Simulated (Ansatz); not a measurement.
Notes on N

```
N
1.0
    -0.00728    3.84947    0.02610
     3.94166   -0.00728   -0.04031
     2.00041    1.89959   -3.13704
N
2
Direct
  0.41391 0.40203 0.19786
  0.59057 0.55737 0.82616
```

Single point in Ansatz 0.2.0 with r2SCAN, no spin polarisation. Cutoff 500 eV, PAW datasets, 6×5×6 (shifted by 0, 0.5, 0 steps) k mesh, fermi-dirac filling (width 0.1 eV).

Problem. Describe some of the short contacts.

Solution. N–N at 1.17 Å: least valence density 3.91 e/Å³ and ELF 0.84 there, a shared, covalent-like contact. These are pseudo-fields; inside the PAW spheres they differ from the all-electron ones.

Problem. What is the character of the valence top and the conduction bottom?

Solution. Within 0.7 eV of the edges, the states project mainly on N p (70 %) and N s (27 %) below the gap and on N p (97 %) above it.

Problem. What does the stress say?

Solution. The pressure is -11.7 GPa (compression positive), so with the atoms held at these fractions the cell would first shrink; the forces are large, so a full relaxation may end otherwise. The principal stresses -35.4, 0.0, 0.1 GPa differ, so its shape would change too.

Problem. Metal or insulator? Give the gap.

Solution. The gap on the k mesh is 6.74 eV; the mesh may miss the band edges, so the true gap of this level can be smaller.

Problem. Which atom feels the largest force, and which way?

Solution. The largest is on N1 (and as large on other atoms): 8.99 eV/Å, components (-1.04, -0.22, 8.92). It makes 0° with the line to a nearest neighbour, N2 at 1.17 Å, pointing towards it.

Origin: a cell with a point defect, so it need not be a known compound. Caveats: an odd or shifted mesh can miss the band edges, so this level's true gap may be smaller; atoms or cell far from equilibrium.
